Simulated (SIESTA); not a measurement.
# TiSe under changes of volume

One of the cells (17.058 Å³/atom); the others are scaled copies at fixed shape and fractional positions:

```
Se Ti
1.0
     3.55900    0.00000    0.00000
    -1.77950    3.08218    0.00000
     0.00000    0.00000    6.22000
Se Ti
2 2
Cartesian
  1.7795 1.0274 4.6650
  0.0000 2.0548 1.5550
  0.0000 0.0000 3.1100
  0.0000 0.0000 0.0000
```

| Quantity | Value |
| --- | --- |
| Program | SIESTA 5.4.2 |
| Functional | PBEsol |
| Potentials or basis | PseudoDojo 0.4 standard (PBEsol files) |
| Basis | DZP (energy shift 0.003 Ry; two zetas on semicore shells) |
| Grid cutoff | 800 Ry |
| Energy shift | 0.003 Ry |
| k mesh | 9 × 9 × 5 |
| Occupations | fermi-dirac, width 0.05 eV |
| Spin | no spin polarisation |

```tsv
volume (Å³/atom)	energy over the lowest point (meV/atom)	pressure (GPa)
16.034	43.94	11.7
16.375	23.05	8.2
16.716	?	?
17.058	1.85	2.2
17.399	0.00	-0.3
17.740	3.23	-2.6
18.081	11.05	-4.6
```

Task: What does the run at 16.716 Å³/atom give?

Result: Energy over the lowest point 9.31 meV/atom; pressure 5.0 GPa.

Worked out: A Birch-Murnaghan fit of order 3 (a polynomial in V^(-2/3)) to the other rows has its minimum at 17.34 Å³/atom with B0 = V·E''(V) = 123 GPa and B' = 4.6 at fixed shape and positions, which overstates the stiffness. It gives 9.29 meV/atom at 16.716 Å³/atom, against the run's 9.31, and -dE/dV = 4.9 GPa, against 5.0.

Energies are extrapolated to zero smearing.

Caveats: the basis of atomic orbitals isn't converged, which shifts pressures, moduli and gaps.
